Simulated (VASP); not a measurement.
# Band-edge properties of BP (F-43m), part 4 of 8

Aim: the gap of BP, the masses at its band edges and their response to strain. The start is a cell from a database of measured crystal structures.

VASP 6.6.1, plane waves and PAW; the level of theory is named at each step.

So far, least gap on mesh and path (eV): step 3 (bands on a dense mesh, LDA) 1.18; step 5 (bands with spin-orbit coupling, LDA, spin-orbit coupling) 1.17.

## Step 7: Dielectric tensor, Born charges and zone-centre modes

This step: LDA; plane waves and PAW (B, P) (VASP 6.6.1).

Perturbation theory gives the screening, the Born charges and the zone-centre modes; it wants a tight threshold.

File INCAR:

```
SYSTEM = BP
PREC = Accurate
ENCUT = 420
EDIFF = 1E-08
NELM = 100
ISMEAR = 0
SIGMA = 0.02
LREAL = .FALSE.
ALGO = Normal
GGA = CA
NBANDS = 10
LORBIT = 11
LWAVE = .FALSE.
LCHARG = .FALSE.
KPAR = 4
IBRION = 8
LEPSILON = .TRUE.
```

File POSCAR:

```
BP
1.0
    0.0000000000      2.2690000000      2.2690000000
    2.2690000000      0.0000000000      2.2690000000
    2.2690000000      2.2690000000      0.0000000000
B P
1 1
Direct
    0.0000000000      0.0000000000      0.0000000000
    0.2500000000      0.2500000000      0.2500000000
```

File KPOINTS:

```
Automatic mesh
0
Gamma
16 16 16
0 0 0
```

PAW data sets: B and P (LDA family, release 64).

The run is started by

```console
$ mpirun -np 4 vasp_std
```

What it wrote:

```text
[... set-up lines as in an earlier step ...]
 entering main loop
       N       E                     dE             d eps       ncg     rms          rms(c)
DAV:   1     0.514502679904E+01    0.51450E+01   -0.35370E+03  2908   0.604E+02
DAV:   2    -0.147042431586E+02   -0.19849E+02   -0.18987E+02  4064   0.101E+02
DAV:   3    -0.152096014409E+02   -0.50536E+00   -0.50421E+00  3536   0.149E+01
DAV:   4    -0.152116059702E+02   -0.20045E-02   -0.20042E-02  3620   0.109E+00
DAV:   5    -0.152116159978E+02   -0.10028E-04   -0.10027E-04  3534   0.699E-02    0.734E+00
DAV:   6    -0.145115668436E+02    0.70005E+00   -0.16748E+00  3208   0.592E+00    0.389E+00
DAV:   7    -0.143996928640E+02    0.11187E+00   -0.25768E-01  3716   0.271E+00    0.127E+00
DAV:   8    -0.143869176713E+02    0.12775E-01   -0.33872E-02  3450   0.100E+00    0.231E-01
DAV:   9    -0.143869438653E+02   -0.26194E-04   -0.74386E-04  3328   0.202E-01    0.149E-01
DAV:  10    -0.143869410783E+02    0.27869E-05   -0.14290E-04  3282   0.707E-02    0.335E-02
DAV:  11    -0.143869431401E+02   -0.20618E-05   -0.50905E-06  3764   0.129E-02    0.356E-02
DAV:  12    -0.143869427795E+02    0.36059E-06   -0.19959E-06  3314   0.623E-03    0.693E-03
DAV:  13    -0.143869427869E+02   -0.74301E-08   -0.77826E-08  3614   0.175E-03
   1 F= -.14386943E+02 E0= -.14386943E+02  d E =-.701097E-21
 Linear response reoptimize wavefunctions to high precision
DAV:   1    -0.143869427837E+02    0.31988E-08   -0.11567E-08  3252   0.504E-04
DAV:   2    -0.143869427838E+02   -0.25921E-10   -0.25145E-10  1726   0.126E-04
 Linear response G [H, r] |phi>, progress :
  Direction:   1
       N       E                     dE             d eps       ncg     rms
RMM:   1    -0.437524054846E+02   -0.43752E+02   -0.89141E+01  7355   0.440E+01
RMM:   2    -0.329287912948E+02    0.10824E+02   -0.27420E+00  4739   0.109E+01
RMM:   3    -0.329092652558E+02    0.19526E-01   -0.41995E-02  5021   0.116E+00
RMM:   4    -0.329077716531E+02    0.14936E-02    0.52396E-03  5163   0.145E-01
RMM:   5    -0.329082949470E+02   -0.52329E-03    0.40050E-04  5161   0.190E-02
RMM:   6    -0.329083289761E+02   -0.34029E-04    0.69776E-05  5307   0.297E-03
RMM:   7    -0.329083363588E+02   -0.73826E-05   -0.58606E-06  5163   0.620E-04
RMM:   8    -0.329083364009E+02   -0.42104E-07   -0.14230E-05  4461   0.270E-04
RMM:   9    -0.329083339117E+02    0.24892E-05   -0.45693E-05  3759   0.230E-04
RMM:  10    -0.329083318054E+02    0.21063E-05    0.29238E-05  3432   0.230E-04
RMM:  11    -0.329083333852E+02   -0.15799E-05    0.63917E-05  2969   0.229E-04
RMM:  12    -0.329083331370E+02    0.24821E-06    0.69919E-05  2613   0.228E-04
 Linear response G [H, r] |phi>, progress :
  Direction:   2
       N       E                     dE             d eps       ncg     rms
RMM:   1    -0.401830756071E+02   -0.40183E+02   -0.82576E+01  7321   0.420E+01
RMM:   2    -0.338502888671E+02    0.63328E+01   -0.18977E+00  4708   0.948E+00
RMM:   3    -0.338459008588E+02    0.43880E-02   -0.28300E-02  4996   0.976E-01
RMM:   4    -0.338447414749E+02    0.11594E-02    0.52934E-03  5173   0.125E-01
RMM:   5    -0.338452574273E+02   -0.51595E-03    0.42786E-04  5185   0.164E-02
RMM:   6    -0.338452906543E+02   -0.33227E-04    0.10223E-04  5324   0.260E-03
RMM:   7    -0.338452976995E+02   -0.70452E-05    0.28019E-05  5150   0.544E-04
RMM:   8    -0.338452988183E+02   -0.11188E-05   -0.45226E-06  4415   0.246E-04
RMM:   9    -0.338452976514E+02    0.11669E-05   -0.50872E-05  3915   0.212E-04
RMM:  10    -0.338452992259E+02   -0.15746E-05   -0.15131E-04  3608   0.214E-04
RMM:  11    -0.338453017089E+02   -0.24830E-05   -0.77005E-05  3068   0.212E-04
RMM:  12    -0.338453023497E+02   -0.64078E-06   -0.81935E-05  2577   0.211E-04
 Linear response G [H, r] |phi>, progress :
  Direction:   3
       N       E                     dE             d eps       ncg     rms
RMM:   1    -0.249763440872E+02   -0.24976E+02    0.64978E+01  7148   0.413E+01
RMM:   2    -0.202918651785E+02    0.46845E+01   -0.23891E+00  4680   0.100E+01
RMM:   3    -0.202648023579E+02    0.27063E-01   -0.42732E-02  4936   0.112E+00
RMM:   4    -0.202640717879E+02    0.73057E-03   -0.41395E-04  5116   0.143E-01
RMM:   5    -0.202640711701E+02    0.61780E-06    0.39093E-07  5113   0.197E-02
RMM:   6    -0.202640711742E+02   -0.41154E-08    0.12544E-05  5215   0.312E-03
RMM:   7    -0.202640711771E+02   -0.28191E-08    0.13522E-05  5028   0.627E-04
RMM:   8    -0.202640712106E+02   -0.33578E-07    0.14459E-05  4444   0.239E-04
RMM:   9    -0.202640715081E+02   -0.29744E-06    0.10567E-05  3750   0.188E-04
RMM:  10    -0.202640715313E+02   -0.23227E-07    0.15792E-05  3263   0.186E-04
RMM:  11    -0.202640715405E+02   -0.92330E-08    0.31543E-06  2850   0.187E-04
RMM:  12    -0.202640714425E+02    0.98081E-07   -0.43903E-06  2318   0.187E-04
 Linear response to external field (no local field effect), progress :
  Direction:   1
       N       E                     dE             d eps       ncg     rms          rms(c)
RMM:   1    -0.674623275795E+00   -0.67462E+00   -0.30945E+00  6624   0.330E+00
RMM:   2    -0.701030277152E+00   -0.26407E-01   -0.68823E-03  4763   0.496E-01
RMM:   3    -0.701083003625E+00   -0.52726E-04   -0.53559E-05  4925   0.409E-02
RMM:   4    -0.701083468870E+00   -0.46525E-06   -0.62595E-07  4993   0.456E-03
RMM:   5    -0.701083472370E+00   -0.34994E-08   -0.90414E-09  4956   0.492E-04
 change of polarisation eV/A/(eV/A) component  1 :     1.402     0.746     0.157
 dielectric tensor                  component  1 :    11.860     5.778     1.213
 Linear response to external field (no local field effect), progress :
  Direction:   2
       N       E                     dE             d eps       ncg     rms          rms(c)
RMM:   1    -0.667396025051E+00   -0.66740E+00   -0.30061E+00  6616   0.331E+00
RMM:   2    -0.692512710456E+00   -0.25117E-01   -0.68605E-03  4766   0.488E-01
RMM:   3    -0.692568004050E+00   -0.55294E-04   -0.53921E-05  4914   0.404E-02
RMM:   4    -0.692568475990E+00   -0.47194E-06   -0.67143E-07  4988   0.445E-03
RMM:   5    -0.692568480162E+00   -0.41715E-08   -0.13334E-08  4962   0.474E-04
 change of polarisation eV/A/(eV/A) component  2 :     0.746     1.385    -0.196
 dielectric tensor                  component  2 :     5.776    11.728    -1.521
 Linear response to external field (no local field effect), progress :
  Direction:   3
       N       E                     dE             d eps       ncg     rms          rms(c)
RMM:   1    -0.274629915899E+00   -0.27463E+00   -0.11797E+00  6539   0.233E+00
RMM:   2    -0.284321962994E+00   -0.96920E-02   -0.27747E-03  4741   0.353E-01
RMM:   3    -0.284348095900E+00   -0.26133E-04   -0.24108E-05  4857   0.316E-02
RMM:   4    -0.284348306518E+00   -0.21062E-06   -0.31738E-07  4938   0.362E-03
RMM:   5    -0.284348308248E+00   -0.17304E-08   -0.53965E-09  4897   0.421E-04
 change of polarisation eV/A/(eV/A) component  3 :     0.157    -0.196     0.569
 dielectric tensor                  component  3 :     1.217    -1.521     5.405
 Linear response to external field, progress :
  Direction:   1
       N       E                     dE             d eps       ncg     rms          rms(c)
RMM:   1    -0.538891459672E+00   -0.53889E+00   -0.24268E+00 28392   0.298E+00
RMM:   2    -0.559289582725E+00   -0.20398E-01   -0.54727E-03 20333   0.446E-01    0.124E+00
RMM:   3    -0.543023879140E+00    0.16266E-01   -0.67955E-03 20798   0.470E-01    0.691E-01
RMM:   4    -0.556330776978E+00   -0.13307E-01   -0.65506E-03 20599   0.472E-01    0.112E-01
RMM:   5    -0.560615001797E+00   -0.42842E-02   -0.16250E-04 20925   0.834E-02    0.176E-02
RMM:   6    -0.560688084490E+00   -0.73083E-04   -0.21494E-06 21621   0.104E-02    0.885E-03
RMM:   7    -0.560761580999E+00   -0.73497E-04   -0.18719E-07 21482   0.287E-03    0.339E-04
RMM:   8    -0.560769412218E+00   -0.78312E-05   -0.41517E-09 22647   0.326E-04    0.175E-04
RMM:   9    -0.560769826151E+00   -0.41393E-06   -0.60779E-09 22138   0.208E-04    0.421E-05
RMM:  10    -0.560769588521E+00    0.23763E-06   -0.10363E-08 13690   0.395E-05    0.715E-06
 change of polarisation eV/A/(eV/A) component  1 :     1.060     0.252     0.147
 dielectric tensor                  component  1 :     9.210     1.948     1.135
 Linear response to external field, progress :
  Direction:   2
       N       E                     dE             d eps       ncg     rms          rms(c)
RMM:   1    -0.538892499440E+00   -0.53889E+00   -0.24268E+00 28390   0.298E+00
RMM:   2    -0.559287153462E+00   -0.20395E-01   -0.55252E-03 20332   0.446E-01    0.124E+00
RMM:   3    -0.543023004753E+00    0.16264E-01   -0.68075E-03 20798   0.470E-01    0.691E-01
RMM:   4    -0.556329726737E+00   -0.13307E-01   -0.65564E-03 20598   0.472E-01    0.112E-01
RMM:   5    -0.560614734639E+00   -0.42850E-02   -0.16260E-04 20929   0.834E-02    0.176E-02
RMM:   6    -0.560688266505E+00   -0.73532E-04   -0.21553E-06 21632   0.104E-02    0.885E-03
RMM:   7    -0.560761616848E+00   -0.73350E-04   -0.18162E-07 21474   0.286E-03    0.339E-04
RMM:   8    -0.560769470310E+00   -0.78535E-05   -0.36464E-09 22650   0.326E-04    0.175E-04
RMM:   9    -0.560769872013E+00   -0.40170E-06   -0.63239E-09 22097   0.207E-04    0.421E-05
RMM:  10    -0.560769634845E+00    0.23717E-06   -0.14341E-08 13695   0.394E-05    0.728E-06
 change of polarisation eV/A/(eV/A) component  2 :     0.163     1.060     0.186
 dielectric tensor                  component  2 :     1.260     9.210     1.444
 Linear response to external field, progress :
  Direction:   3
       N       E                     dE             d eps       ncg     rms          rms(c)
RMM:   1    -0.538894844045E+00   -0.53889E+00   -0.24269E+00 28392   0.298E+00
RMM:   2    -0.559288848602E+00   -0.20394E-01   -0.54867E-03 20332   0.446E-01    0.124E+00
RMM:   3    -0.543023533783E+00    0.16265E-01   -0.67989E-03 20798   0.470E-01    0.691E-01
RMM:   4    -0.556330546380E+00   -0.13307E-01   -0.65525E-03 20598   0.472E-01    0.112E-01
RMM:   5    -0.560614962380E+00   -0.42844E-02   -0.16266E-04 20929   0.834E-02    0.176E-02
RMM:   6    -0.560688168535E+00   -0.73206E-04   -0.21739E-06 21629   0.104E-02    0.885E-03
RMM:   7    -0.560761628663E+00   -0.73460E-04   -0.18699E-07 21473   0.287E-03    0.339E-04
RMM:   8    -0.560769463693E+00   -0.78350E-05   -0.38656E-09 22624   0.327E-04    0.175E-04
RMM:   9    -0.560769873122E+00   -0.40943E-06   -0.56215E-09 22109   0.208E-04    0.422E-05
RMM:  10    -0.560769638674E+00    0.23445E-06   -0.12209E-08 13757   0.397E-05    0.729E-06
 change of polarisation eV/A/(eV/A) component  3 :     0.141     0.257     1.060
 dielectric tensor                  component  3 :     1.090     1.992     9.210
 Linear response DOF=           2
 Linear response progress:
  Degree of freedom:   1/  2
       N       E                     dE             d eps       ncg     rms          rms(c)
RMM:   1    -0.456599796265E-01   -0.45660E-01   -0.69929E-03 30644   0.114E+00
RMM:   2    -0.419883702889E-01    0.36716E-02   -0.15996E-03 19598   0.239E-01    0.146E-01
RMM:   3    -0.419303955658E-01    0.57975E-04   -0.33453E-04 20252   0.875E-02    0.770E-02
RMM:   4    -0.423070408985E-01   -0.37665E-03   -0.28920E-04 19869   0.827E-02    0.954E-03
RMM:   5    -0.422723634282E-01    0.34677E-04   -0.63401E-06 21116   0.106E-02    0.120E-03
RMM:   6    -0.422730843042E-01   -0.72088E-06   -0.48361E-07 21106   0.130E-03    0.428E-04
RMM:   7    -0.422716225452E-01    0.14618E-05   -0.27088E-07 21523   0.364E-04    0.106E-04
RMM:   8    -0.422718294066E-01   -0.20686E-06   -0.63285E-08 21982   0.708E-05    0.311E-05
RMM:   9    -0.422717778801E-01    0.51526E-07   -0.10777E-09 22489   0.291E-05    0.362E-06
RMM:  10    -0.422718062500E-01   -0.28370E-07   -0.23110E-08 22336   0.133E-05    0.137E-06
RMM:  11    -0.422717974111E-01    0.88389E-08    0.13781E-09 19866   0.103E-05    0.223E-07
 first order change of Fermi-energy  -0.10396E-04
 force on displaced ion       1 direction 1 : -18.549  -0.000  -0.000
 Born effective charge ion    1 direction 1 :  -0.521   0.000   0.000
 Linear response progress:
  Degree of freedom:   2/  2
       N       E                     dE             d eps       ncg     rms          rms(c)
RMM:   1    -0.438163950787E-01   -0.43816E-01    0.25760E-03 28968   0.143E+00
RMM:   2    -0.409380992973E-01    0.28783E-02    0.89621E-05 19294   0.218E-01    0.148E-01
RMM:   3    -0.410278542590E-01   -0.89755E-04    0.74174E-05 20544   0.358E-02    0.838E-02
RMM:   4    -0.412866726866E-01   -0.25882E-03    0.26629E-05 20399   0.344E-02    0.758E-03
RMM:   5    -0.412624514299E-01    0.24221E-04    0.12394E-05 21430   0.554E-03    0.376E-03
RMM:   6    -0.412578649651E-01    0.45865E-05    0.16756E-06 21270   0.795E-04    0.223E-03
RMM:   7    -0.412577924814E-01    0.72484E-07   -0.17851E-07 21504   0.404E-04    0.956E-05
RMM:   8    -0.412573888107E-01    0.40367E-06    0.11294E-08 21914   0.666E-05    0.382E-05
RMM:   9    -0.412573170160E-01    0.71795E-07   -0.16044E-08 22416   0.249E-05    0.388E-06
RMM:  10    -0.412573219851E-01   -0.49691E-08    0.88298E-08 22575   0.109E-05    0.474E-06
 first order change of Fermi-energy   0.12619E-03
 force on displaced ion       2 direction 1 : -18.556   0.000   0.000
 Born effective charge ion    2 direction 1 :   0.521   0.000   0.000
 Born effective charges drift removed
 Linear response finished
```

The job ended after 64 s (4 MPI ranks of Intel Xeon 6975P-C (Granite Rapids), shared host; peak memory 1.4 GiB).

From OUTCAR (step 7):

```text
   k-points           NKPTS =    145   k-points in BZ     NKDIM =    145   number of bands    NBANDS=     10

   NELECT =       8.0000    total number of electrons

  Total       -0.7709719     -0.7709719     -0.7709719      0.0000000      0.0000000     -0.0000000
  in kB      -52.8707689    -52.8707689    -52.8707689      0.0000000      0.0000000     -0.0000000
  external PRESSURE =     -52.8707689 kB  Pullay stress =       0.0000000 kB

 MACROSCOPIC STATIC DIELECTRIC TENSOR (including local field effects in DFT)
 ------------------------------------------------------
           9.210138    -0.000000    -0.000000
           0.000000     9.210138    -0.000000
           0.000000    -0.000000     9.210138
 ------------------------------------------------------

 PIEZOELECTRIC TENSOR (including local field effects)  for field in x, y, z        (C/m^2)
          XX          YY          ZZ          XY          YZ          ZX
  --------------------------------------------------------------------------------
  x     0.00000    -0.00000    -0.00000     0.00000     0.12186     0.00000
  y     0.00000    -0.00000    -0.00000     0.00000     0.00000     0.12186
  z    -0.00000     0.00000     0.00000     0.12186     0.00000     0.00000

 BORN EFFECTIVE CHARGES (including local field effects) (in |e|, cummulative output)
 ---------------------------------------------------------------------------------
 ion    1
    1    -0.52247    -0.00000    -0.00000
    2     0.00000    -0.52247     0.00000
    3     0.00000     0.00000    -0.52247
 ion    2
    1     0.52247     0.00000     0.00000
    2     0.00000     0.52247     0.00000
    3     0.00000     0.00000     0.52247

 Eigenvectors and eigenvalues of the dynamical matrix
 ----------------------------------------------------

   1 f  =   23.785465 THz   149.448487 2PiTHz  793.397723 cm-1    98.368736 meV
             X         Y         Z           dx          dy          dz
      0.000000  0.000000  0.000000     0.000000    0.860932    0.000000
      1.134500  1.134500  1.134500     0.000000   -0.508720    0.000000

   2 f  =   23.785465 THz   149.448487 2PiTHz  793.397723 cm-1    98.368736 meV
             X         Y         Z           dx          dy          dz
      0.000000  0.000000  0.000000     0.860932    0.000000    0.000000
      1.134500  1.134500  1.134500    -0.508720    0.000000    0.000000

   3 f  =   23.785465 THz   149.448487 2PiTHz  793.397723 cm-1    98.368736 meV
             X         Y         Z           dx          dy          dz
      0.000000  0.000000  0.000000     0.000000    0.000000    0.860932
      1.134500  1.134500  1.134500     0.000000    0.000000   -0.508720

   4 f/i=    0.001803 THz     0.011329 2PiTHz    0.060143 cm-1     0.007457 meV
             X         Y         Z           dx          dy          dz
      0.000000  0.000000  0.000000    -0.508720    0.000000    0.000000
      1.134500  1.134500  1.134500    -0.860932    0.000000    0.000000

   5 f/i=    0.001803 THz     0.011329 2PiTHz    0.060143 cm-1     0.007457 meV
             X         Y         Z           dx          dy          dz
      0.000000  0.000000  0.000000     0.000000   -0.508720    0.000000
      1.134500  1.134500  1.134500     0.000000   -0.860932    0.000000

   6 f/i=    0.001803 THz     0.011329 2PiTHz    0.060143 cm-1     0.007457 meV
             X         Y         Z           dx          dy          dz
      0.000000  0.000000  0.000000     0.000000    0.000000   -0.508720
      1.134500  1.134500  1.134500     0.000000    0.000000   -0.860932

 MACROSCOPIC STATIC DIELECTRIC TENSOR IONIC CONTRIBUTION
 ------------------------------------------------------
           0.113962     0.000000     0.000000
           0.000000     0.113962     0.000000
           0.000000     0.000000     0.113962
 ------------------------------------------------------

 ELASTIC MODULI CONTR FROM IONIC RELAXATION (kBar)
 Direction    XX          YY          ZZ          XY          YZ          ZX
 --------------------------------------------------------------------------------
 XX          -0.0000      0.0000      0.0000      0.0000     -0.0000      0.0000
 YY           0.0000     -0.0000     -0.0000      0.0000      0.0000      0.0000
 ZZ           0.0000     -0.0000     -0.0000     -0.0000      0.0000      0.0000
 XY           0.0000      0.0000     -0.0000   -151.8319      0.0000      0.0000
 YZ          -0.0000      0.0000      0.0000      0.0000   -151.8319      0.0000
 ZX           0.0000      0.0000      0.0000      0.0000      0.0000   -151.8319
 --------------------------------------------------------------------------------

 PIEZOELECTRIC TENSOR IONIC CONTR  for field in x, y, z        (C/m^2)
          XX          YY          ZZ          XY          YZ          ZX
  --------------------------------------------------------------------------------
  x    -0.00000     0.00000     0.00000    -0.00000    -0.12378    -0.00000
  y     0.00000     0.00000     0.00000     0.00000     0.00000    -0.12378
  z     0.00000     0.00000    -0.00000    -0.12378     0.00000     0.00000

[... 8 parts as in an earlier step ...]

[... 3 further parts left out ...]
```

Energies printed during the response cycles are not total energies of the cell.

This step gave:

| Item | Value |
| --- | --- |
| bands | 10 |
| irreducible k-points | 145 |
| pressure of the cell | -5.287 GPa |
| largest force of the cell | 0 eV/Å |
| Fermi energy | 7.528 eV |
| conduction bottom at k | 0.4375, 0.4375, 0 |
| gap on the k-mesh | 1.198 eV |

Electronic dielectric tensor with local fields:

```
9.21 0.00 0.00
0.00 9.21 0.00
0.00 0.00 9.21
```

Ionic part of the static dielectric tensor:

```
0.1140 0.0000 0.0000
0.0000 0.1140 0.0000
0.0000 0.0000 0.1140
```

Born effective charge (e), principal values of the symmetric part by kind of site:

| atom | atoms with these values | low | middle | high | mean |
| --- | --- | --- | --- | --- | --- |
| B1 | 1 | -0.5225 | -0.5225 | -0.5225 | -0.5225 |
| P2 | 1 | 0.5225 | 0.5225 | 0.5225 | 0.5225 |

In full for P2:

```
0.5225 0.0000 0.0000
0.0000 0.5225 0.0000
0.0000 0.0000 0.5225
```

Lines of the infrared spectrum (strongest = 100):

| position (cm⁻¹) | lines merged | squared mode dipole, relative |
| --- | --- | --- |
| 793 | 3 | 100 |

Transverse limit, no LO-TO splitting. Modes at Γ, with each element's share of the kinetic energy:

| mode | frequency (cm⁻¹) | symmetry | IR | B % | P % |
| --- | --- | --- | --- | --- | --- |
| 1 | -0.1 | acoustic | 3.1e-10 | 26 | 74 |
| 2 | -0.1 | acoustic | 3.1e-10 | 26 | 74 |
| 3 | -0.1 | acoustic | 3.1e-10 | 26 | 74 |
| 4 | 793.4 | T2 | 0.034 | 74 | 26 |
| 5 | 793.4 | T2 | 0.034 | 74 | 26 |
| 6 | 793.4 | T2 | 0.034 | 74 | 26 |

Displacements in mode 6 (793.4 cm⁻¹), the largest set to 1:
```
B1   0.00  1.00  0.00
P2   0.00 -0.35  0.00
```

Piezoelectric tensor, ionic part (C/m²), by row:

| field | xx | yy | zz | xy | yz | zx |
| --- | --- | --- | --- | --- | --- | --- |
| x | 0 | 0 | 0 | 0 | -0.1238 | 0 |
| y | 0 | 0 | 0 | 0 | 0 | -0.1238 |
| z | 0 | 0 | 0 | -0.1238 | 0 | 0 |

Piezoelectric tensor with clamped ions (C/m²), by row:

| field | xx | yy | zz | xy | yz | zx |
| --- | --- | --- | --- | --- | --- | --- |
| x | 0 | 0 | 0 | 0 | 0.1219 | 0 |
| y | 0 | 0 | 0 | 0 | 0 | 0.1219 |
| z | 0 | 0 | 0 | 0.1219 | 0 | 0 |

(Part 4 of 8 ends here.)

[Lines on the potential files, build, host, timing and source positions are cut from VASP's logs without a mark.]

[Logs are printed without paths, hosts, clocks, repeated set-up lines and the standing remarks that a program may print on its own settings, such as how far it seeks lower states.]

[Hosts, paths, dates, database ids (printed as entryN), source tags and the programs' standing remarks are cut or masked in the printed files.]

[In band tables of VASP the shares of atoms and orbitals are scaled to a sum of 1 inside the atoms' spheres.]

[Gaps and slopes under strain along one axis are those of the sampled path and mesh points; where strain splits equal valleys, another of them can be the edge.]
